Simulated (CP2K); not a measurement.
# Sb (I4/mmm) in CP2K: further runs

The runs below take Sb through band structure, with PBEsol, LDA.

All numbers are computed with CP2K 2026.2; they aren't measurements. Logs are shortened: lines on timing, memory, paths and dates and some standing lists are left out, and cuts for length are marked.

### 1 Starting point

The structure is tetragonal, space group I4/mmm (No. 139). The conventional cell has a = 3.153 Å, b = 3.153 Å, c = 5.424 Å, α = 90.00°, β = 90.00°, γ = 90.00°. Sb (site symmetry 4/mmm) has 12 Sb at 3.15 to 3.51 Å as nearest neighbours.

This isn't the form of Sb at room conditions, which is rhombohedral.

### 2 Band structure, PBEsol

sb_bands.inp reads:

```
&GLOBAL
  PROJECT sb_bands
  RUN_TYPE ENERGY_FORCE
  PRINT_LEVEL LOW
&END GLOBAL
&FORCE_EVAL
  METHOD QS
  STRESS_TENSOR ANALYTICAL
  &DFT
    BASIS_SET_FILE_NAME BASIS_MOLOPT_UZH
    POTENTIAL_FILE_NAME POTENTIAL_UZH
    &MGRID
      CUTOFF 450
      REL_CUTOFF 60
      NGRIDS 4
    &END MGRID
    &QS
      METHOD GPW
      EPS_DEFAULT 1.0E-10
    &END QS
    &KPOINTS
      SCHEME MONKHORST-PACK 12 12 12
      GAMMA_CENTERED T
      SYMMETRY T
      SYMMETRY_BACKEND SPGLIB
    &END KPOINTS
    &SCF
      SCF_GUESS ATOMIC
      EPS_SCF 1.0E-6
      MAX_SCF 100
      ADDED_MOS 8
      CHOLESKY OFF
      EPS_EIGVAL 1.0E-7
      &DIAGONALIZATION ON
        ALGORITHM STANDARD
      &END DIAGONALIZATION
      &MIXING ON
        METHOD BROYDEN_MIXING
        ALPHA 0.4
        BETA 1.5
        NBUFFER 8
      &END MIXING
      &SMEAR ON
        METHOD FERMI_DIRAC
        ELECTRONIC_TEMPERATURE [K] 116.045
      &END SMEAR
    &END SCF
    &XC
      &XC_FUNCTIONAL
        &GGA_X_PBE_SOL
        &END GGA_X_PBE_SOL
        &GGA_C_PBE_SOL
        &END GGA_C_PBE_SOL
      &END XC_FUNCTIONAL
    &END XC
    &PRINT
      &KPOINTS ON
      &END KPOINTS
      &MULLIKEN ON
      &END MULLIKEN
      &MO ON
        ENERGIES T
        OCCUPATION_NUMBERS T
        &EACH
          QS_SCF 0
        &END EACH
        ADD_LAST NUMERIC
      &END MO
      &LOWDIN ON
      &END LOWDIN
      &HIRSHFELD ON
        SHAPE_FUNCTION DENSITY
      &END HIRSHFELD
      &BAND_STRUCTURE
        FILE_NAME bands.bs
        ADDED_MOS 6
        &KPOINT_SET
          UNITS B_VECTOR
          NPOINTS 10
          SPECIAL_POINT GAMMA 0.00000000 0.00000000 0.00000000
          SPECIAL_POINT X 0.50000000 -0.50000000 0.00000000
          SPECIAL_POINT Y 0.50000000 -0.50000000 0.16897422
          SPECIAL_POINT S 0.33448711 -0.33448711 0.33448711
          SPECIAL_POINT GAMMA 0.00000000 0.00000000 0.00000000
          SPECIAL_POINT Z 0.50000000 0.50000000 -0.50000000
          SPECIAL_POINT S1 0.66551289 0.33448711 -0.33448711
          SPECIAL_POINT N 0.50000000 0.00000000 0.00000000
          SPECIAL_POINT P 0.75000000 -0.25000000 -0.25000000
          SPECIAL_POINT Y1 0.83102578 0.16897422 -0.50000000
          SPECIAL_POINT Z 0.50000000 0.50000000 -0.50000000
        &END KPOINT_SET
        &KPOINT_SET
          UNITS B_VECTOR
          NPOINTS 10
          SPECIAL_POINT X 0.50000000 -0.50000000 0.00000000
          SPECIAL_POINT P 0.75000000 -0.25000000 -0.25000000
        &END KPOINT_SET
      &END BAND_STRUCTURE
    &END PRINT
  &END DFT
  &SUBSYS
    &CELL
      ABC 3.5107788243 3.5107788242 3.5107788243
      ALPHA_BETA_GAMMA 126.6335899791 126.6335899777 78.8492627155
      PERIODIC XYZ
    &END CELL
    &COORD
      Sb  0.0000000000 0.0000000000 0.0000000000
    &END COORD
    &KIND Sb
      BASIS_SET TZVP-MOLOPT-PBE-GTH-q5
      POTENTIAL GTH-PBE-q5
    &END KIND
    &PRINT
      &ATOMIC_COORDINATES ON
      &END ATOMIC_COORDINATES
      &CELL ON
      &END CELL
      &SYMMETRY ON
      &END SYMMETRY
    &END PRINT
  &END SUBSYS
  &PRINT
    &FORCES ON
    &END FORCES
    &STRESS_TENSOR ON
    &END STRESS_TENSOR
  &END PRINT
&END FORCE_EVAL
```

Potentials or basis: POTENTIAL_UZH Sb GTH-PBE-q5; TZVP-MOLOPT-PBE-GTH basis.

Launch:

```
$ OMP_NUM_THREADS=1 cp2k.psmp -i sb_bands.inp -o sb_bands.out
```

sb_bands.out:

```text

 CP2K| version string:                                       CP2K version 2026.2
 CP2K| Input file name                                              sb_bands.inp

 GLOBAL| Force Environment number                                              1
 GLOBAL| Basis set file name                                    BASIS_MOLOPT_UZH
 GLOBAL| Potential file name                                       POTENTIAL_UZH
 GLOBAL| MM Potential file name                                     MM_POTENTIAL
 GLOBAL| Coordinate file name                                      __STD_INPUT__
 GLOBAL| Method name                                                        CP2K
 GLOBAL| Project name                                                   sb_bands
 GLOBAL| Run type                                                   ENERGY_FORCE
 GLOBAL| FFT library                                                       FFTW3
[... 8 lines left out ...]
 GLOBAL| CPU model name                                                  UNKNOWN

 CELL| Volume [angstrom^3]:                                            26.961864
 CELL| Vector a [angstrom]:       3.511     0.000     0.000   |a| =     3.510779
 CELL| Vector b [angstrom]:       0.679     3.445     0.000   |b| =     3.510779
 CELL| Vector c [angstrom]:      -2.095    -1.722     2.230   |c| =     3.510779
 CELL| Angle (b,c), alpha [degree]:                                   126.633590
 CELL| Angle (a,c), beta  [degree]:                                   126.633590
 CELL| Angle (a,b), gamma [degree]:                                    78.849263
 CELL| Numerically orthorhombic:                                              NO
 CELL| Periodicity                                                           XYZ

 CELL_REF| Volume [angstrom^3]:                                        26.961864
 CELL_REF| Vector a [angstrom     3.511     0.000     0.000   |a| =     3.510779
 CELL_REF| Vector b [angstrom     0.679     3.445     0.000   |b| =     3.510779
 CELL_REF| Vector c [angstrom    -2.095    -1.722     2.230   |c| =     3.510779
 CELL_REF| Angle (b,c), alpha [degree]:                               126.633590
 CELL_REF| Angle (a,c), beta  [degree]:                               126.633590
 CELL_REF| Angle (a,b), gamma [degree]:                                78.849263
 CELL_REF| Numerically orthorhombic:                                          NO
 CELL_REF| Periodicity                                                       XYZ
[... 9 lines left out ...]
 TOTAL NUMBERS AND MAXIMUM NUMBERS

  Total number of            - Atomic kinds:                                   1
                             - Atoms:                                          1
                             - Shell sets:                                     1
                             - Shells:                                         7
                             - Primitive Cartesian functions:                  4
                             - Cartesian basis functions:                     18
                             - Spherical basis functions:                     17

  Maximum angular momentum of- Orbital basis functions:                        2
                             - Local part of the GTH pseudopotential:          0
                             - Non-local part of the GTH pseudopotential:      4

 MODULE QUICKSTEP: ATOMIC COORDINATES IN ANGSTROM

   Atom Kind Element         X             Y             Z       Z(eff)     Mass
      1    1 Sb   51      0.000000      0.000000      0.000000   5.0000 121.7600

 Crystal Symmetry Information
       International Symbol:                                              I4/mmm
       Point Group Symbol:                                                 4/mmm
       Schoenflies Symbol:                                                D4h^17
       Number of Symmetry Operations:                                         16

 SCF PARAMETERS         Density guess:                                    ATOMIC
                        --------------------------------------------------------
                        max_scf:                                             100
[... 7 lines left out ...]
                        --------------------------------------------------------
                        level_shift [a.u.]:                             0.000000
                        added MOs                                         8    0
                        --------------------------------------------------------
                        Mixing method:                            BROYDEN_MIXING
                                                charge density mixing in g-space
                        --------------------------------------------------------
                        Smear method:                                FERMI_DIRAC
                        Electronic temperature [K]:                        116.0
[... 29 lines left out ...]
 MO|      4               0.235034               6.395592               1.999999
 MO|      5               0.626301              17.042509               0.000000
 MO|      6               0.677846              18.445122               0.000000
 MO|      7               0.810901              22.065745               0.000000
 MO|      8               0.885236              24.088492               0.000000
 MO|      9               0.973104              26.479519               0.000000
 MO|     10               1.229176              33.447590               0.000000
 MO|     11               1.247051              33.933989               0.000000
 MO| Sum:                                                               7.999999
 MO| E(Fermi):            0.240265 a.u.          6.537945 eV
[... 218 lines left out ...]
 MO|      1              -0.093237              -2.537111               2.000000
 MO|      2               0.086762               2.360927               2.000000
 MO|      3               0.209484               5.700353               2.000000
 MO|      4               0.291233               7.924858               0.000000
 MO|      5               0.570724              15.530184               0.000000
 MO|      6               0.708190              19.270841               0.000000
 MO|      7               0.740475              20.149351               0.000000
 MO|      8               0.848629              23.092366               0.000000
 MO|      9               0.942813              25.655241               0.000000
 MO|     10               1.141069              31.050075               0.000000
 MO|     11               1.270837              34.581229               0.000000
 MO| Sum:                                                               6.000000
 MO| E(Fermi):            0.240265 a.u.          6.537945 eV
 MO| Band gap:            0.081749 a.u.          2.224505 eV

 [... the levels of further k-points ...]

 !-----------------------------------------------------------------------------!
                     Mulliken Population Analysis

 #  Atom  Element  Kind  Atomic population                           Net charge
       1     Sb       1          5.000000                              0.000000
 # Total charge                              5.000000                  0.000000

 !-----------------------------------------------------------------------------!

 !-----------------------------------------------------------------------------!
                           Hirshfeld Charges

  #Atom  Element  Kind  Ref Charge     Population                    Net charge
      1       Sb     1       5.000          5.000                        -0.000

  Total Charge                                                           -0.000
 !-----------------------------------------------------------------------------!

 LOWDIN POPULATION ANALYSIS

 #  Atom  Element  Kind  Atomic population                           Net charge
       1     Sb       1          5.000000                              0.000000
 # Total charge                              5.000000                  0.000000

 KPOINTS| Band Structure Calculation
 KPOINTS| Number of k-point sets                                               2
 KPOINTS| Number of added MOs/bands                                            6
 KPOINTS| Number of k-points in set    1                                     101
 KPOINTS| In units of b-vector [2pi/Bohr]
 KPOINTS| Special point     1       GAMMA     0.000000     0.000000     0.000000
 KPOINTS| Special point     2           X     0.500000    -0.500000     0.000000
 KPOINTS| Special point     3           Y     0.500000    -0.500000     0.168974
 KPOINTS| Special point     4           S     0.334487    -0.334487     0.334487
 KPOINTS| Special point     5       GAMMA     0.000000     0.000000     0.000000
 KPOINTS| Special point     6           Z     0.500000     0.500000    -0.500000
 KPOINTS| Special point     7          S1     0.665513     0.334487    -0.334487
 KPOINTS| Special point     8           N     0.500000     0.000000     0.000000
 KPOINTS| Special point     9           P     0.750000    -0.250000    -0.250000
 KPOINTS| Special point    10          Y1     0.831026     0.168974    -0.500000
 KPOINTS| Special point    11           Z     0.500000     0.500000    -0.500000
 KPOINTS| Number of k-points in set    2                                      11
 KPOINTS| In units of b-vector [2pi/Bohr]
 KPOINTS| Special point     1           X     0.500000    -0.500000     0.000000
 KPOINTS| Special point     2           P     0.750000    -0.250000    -0.250000

 ENERGY| Total FORCE_EVAL ( QS ) energy [hartree]             -5.511828925841243

 FORCES| Atomic forces [hartree/bohr]
 FORCES|   Atom     x               y               z               |f|
 FORCES|      1 -1.18053009E-14 -2.50305502E-14  4.04467441E-14   4.90084960E-14
 FORCES| Sum    -1.18053009E-14 -2.50305502E-14  4.04467441E-14
 FORCES| Total atomic force                                       4.90084960E-14

 STRESS| Analytical stress tensor [bar]
 STRESS|                        x                   y                   z
 STRESS|      x        1.59395640819E+04  -6.14160277168E+03   8.11749445430E-03
 STRESS|      y       -6.14160277168E+03   1.83607655555E+04  -8.55333142097E-03
 STRESS|      z        8.11749445430E-03  -8.55333142097E-03   2.34102746206E+04
 STRESS| 1/3 Trace                                             1.92368680860E+04
 STRESS| Determinant                                           5.96829300650E+12

 STRESS| Eigenvectors and eigenvalues of the analytical stress tensor [bar]
 STRESS|                        1                   2                   3
 STRESS| Eigenvalues   1.08903853698E+04   2.34099438493E+04   2.34102750389E+04
 STRESS|      x           0.772461491848     -0.634660462539      0.022568582180
 STRESS|      y           0.635061606155      0.771973561838     -0.027451342602
 STRESS|      z          -0.000000066978      0.035537545108      0.999368341948
```

Wall time 16 s (1 thread of Arm Neoverse V2, shared host); peak memory 0.22 GiB.

What came out:

- Free energy: -149.9845 eV
- Pressure: 1.9 GPa
- Band gap on the k mesh: none (metal or under the smearing width)

Levels at the corners of the path, in eV from the Fermi level:
```tsv
point	band 1	band 2	band 3	band 4	band 5	band 6	band 7
Γ	-13.02	4.62	5.63	5.63	10.17	11.32	12.39
X	-6.64	-4.49	-1.00	0.65	3.87	4.84	17.52
Y	-7.24	-3.52	-2.35	-1.91	7.73	10.09	18.54
S	-8.40	-4.17	-4.04	3.84	8.39	14.97	15.43
Γ	-13.02	4.62	5.63	5.63	10.17	11.32	12.39
Z	-9.30	-5.79	2.23	2.23	6.48	6.73	23.02
S1	-8.40	-4.17	-4.04	3.84	8.39	14.97	15.43
N	-9.15	-5.93	1.90	5.58	6.61	11.24	12.39
P	-6.52	-3.23	-3.23	-0.71	7.15	10.02	10.02
Y1	-7.24	-3.52	-2.35	-1.91	7.73	10.09	18.54
Z	-9.30	-5.79	2.23	2.23	6.48	6.73	23.02
X	-6.64	-4.49	-1.00	0.65	3.87	4.84	17.52
P	-6.52	-3.23	-3.23	-0.71	7.15	10.02	10.02
```

Caveat: the potentials were made for another functional, which shifts forces and pressure; spin-orbit coupling is left out, which moves the levels of the heavy elements; the basis of atomic orbitals isn't converged, which shifts pressures, moduli and gaps.

### 3 Band structure, LDA

Changes to sb_bands.inp since step 2:

```diff
@@ -10,3 +10,3 @@
     BASIS_SET_FILE_NAME BASIS_MOLOPT_UZH
-    POTENTIAL_FILE_NAME POTENTIAL_UZH
+    POTENTIAL_FILE_NAME GTH_POTENTIALS
     &MGRID
@@ -18,3 +18,3 @@
       METHOD GPW
-      EPS_DEFAULT 1.0E-10
+      EPS_DEFAULT 1.0E-9
     &END QS
@@ -44,3 +44,3 @@
         METHOD FERMI_DIRAC
-        ELECTRONIC_TEMPERATURE [K] 116.045
+        ELECTRONIC_TEMPERATURE [K] 580.226
       &END SMEAR
@@ -49,6 +49,6 @@
       &XC_FUNCTIONAL
-        &GGA_X_PBE_SOL
-        &END GGA_X_PBE_SOL
-        &GGA_C_PBE_SOL
-        &END GGA_C_PBE_SOL
+        &LDA_X
+        &END LDA_X
+        &LDA_C_PW
+        &END LDA_C_PW
       &END XC_FUNCTIONAL
@@ -75,6 +75,6 @@
         FILE_NAME bands.bs
-        ADDED_MOS 6
+        ADDED_MOS 2
         &KPOINT_SET
           UNITS B_VECTOR
-          NPOINTS 10
+          NPOINTS 6
           SPECIAL_POINT GAMMA 0.00000000 0.00000000 0.00000000
@@ -93,3 +93,3 @@
           UNITS B_VECTOR
-          NPOINTS 10
+          NPOINTS 6
           SPECIAL_POINT X 0.50000000 -0.50000000 0.00000000
@@ -102,4 +102,5 @@
     &CELL
-      ABC 3.5107788243 3.5107788242 3.5107788243
-      ALPHA_BETA_GAMMA 126.6335899791 126.6335899777 78.8492627155
+      A 3.5107788243 0.0000000000 0.0000000000
+      B 0.6789525278 3.4445016211 0.0000000000
+      C -2.0948656760 -1.7222508106 2.2295645086
       PERIODIC XYZ
@@ -111,3 +112,3 @@
       BASIS_SET TZVP-MOLOPT-PBE-GTH-q5
-      POTENTIAL GTH-PBE-q5
+      POTENTIAL GTH-PADE-q5
     &END KIND
@@ -118,4 +119,2 @@
       &END CELL
-      &SYMMETRY ON
-      &END SYMMETRY
     &END PRINT
```

Potentials or basis: GTH_POTENTIALS Sb GTH-PADE-q5; TZVP-MOLOPT-PBE-GTH basis.

Launch:

```
$ OMP_NUM_THREADS=1 cp2k.psmp -i sb_bands.inp -o sb_bands.out
```

It took 13 s on 1 thread of Arm Neoverse V2, shared host; peak memory 0.22 GiB.

The run converged. Its results:

| Property | Result |
| --- | --- |
| Free energy | -152.2695 eV |
| Pressure | -1.4 GPa |
| Band gap on the k mesh | none (metal or under the smearing width) |

Levels at the corners of the path, in eV from the Fermi level:
```csv
point,band 1,band 2,band 3,band 4,band 5,band 6,band 7
Γ,-13.02,4.50,5.52,5.52,10.30,11.52,12.55
X,-6.80,-4.41,-1.01,0.67,4.07,5.04,17.77
Y,-7.39,-3.46,-2.26,-1.84,7.87,10.19,18.67
S,-8.53,-4.07,-3.93,3.80,8.56,15.05,15.55
Γ,-13.02,4.50,5.52,5.52,10.30,11.52,12.55
Z,-9.40,-5.67,2.23,2.23,6.63,6.92,23.18
S1,-8.53,-4.07,-3.93,3.80,8.56,15.05,15.55
N,-9.25,-5.82,1.85,5.46,6.79,11.38,12.55
P,-6.69,-3.17,-3.17,-0.61,7.22,10.17,10.17
Y1,-7.39,-3.46,-2.26,-1.84,7.87,10.19,18.67
Z,-9.40,-5.67,2.23,2.23,6.63,6.92,23.18
X,-6.80,-4.41,-1.01,0.67,4.07,5.04,17.77
P,-6.69,-3.17,-3.17,-0.61,7.22,10.17,10.17
```

Caveat: spin-orbit coupling is left out, which moves the levels of the heavy elements; the basis of atomic orbitals isn't converged, which shifts pressures, moduli and gaps.

### 4 The reference run

An earlier run on the cell as given: functional PBEsol; potentials or basis POTENTIAL_UZH Sb GTH-PBE-q5; TZVP-MOLOPT-PBE-GTH basis; density cutoff 6123 eV; k mesh 12 × 12 × 12; occupations fermi-dirac, width 0.05 eV; no spin polarisation.

* Pressure: 1.9 GPa
* Band gap on the k mesh: none (metal or under the smearing width)

### 5 The runs side by side

| task | level | potentials or basis | smearing | EPS_DEFAULT | NGRIDS | potentials | points a segment of the path (NPOINTS) | bands added on the path | gap on the mesh (eV) | pressure (GPa) |
| --- | --- | --- | --- | --- | --- | --- | --- | --- | --- | --- |
| band structure | PBEsol | POTENTIAL_UZH Sb GTH-PBE-q5; TZVP-MOLOPT-PBE-GTH basis | fermi-dirac 0.01 eV | 1.0E-10 | 4 | Sb GTH-PBE-q5 of POTENTIAL_UZH | 10 | 6 | none | 1.9 |
| band structure | LDA | GTH_POTENTIALS Sb GTH-PADE-q5; TZVP-MOLOPT-PBE-GTH basis | fermi-dirac 0.05 eV | 1.0E-9 | 4 | Sb GTH-PADE-q5 of GTH_POTENTIALS | 6 | 2 | none | -1.4 |
| single point | PBEsol | POTENTIAL_UZH Sb GTH-PBE-q5; TZVP-MOLOPT-PBE-GTH basis | fermi-dirac 0.05 eV | 1.0E-10 | 5 | Sb GTH-PBE-q5 of POTENTIAL_UZH | - | - | none | 1.9 |

Alike in all rows: no spin polarisation; cell as given; k mesh 12 × 12 × 12.

Caveats: the basis of atomic orbitals isn't converged, which shifts pressures, moduli and gaps; the potentials were made for another functional, which shifts forces and pressure (some runs); spin-orbit coupling is left out, which moves the levels of the heavy elements (some runs).

Total energies depend on the potentials used, so only differences within one code and one set of settings carry meaning.
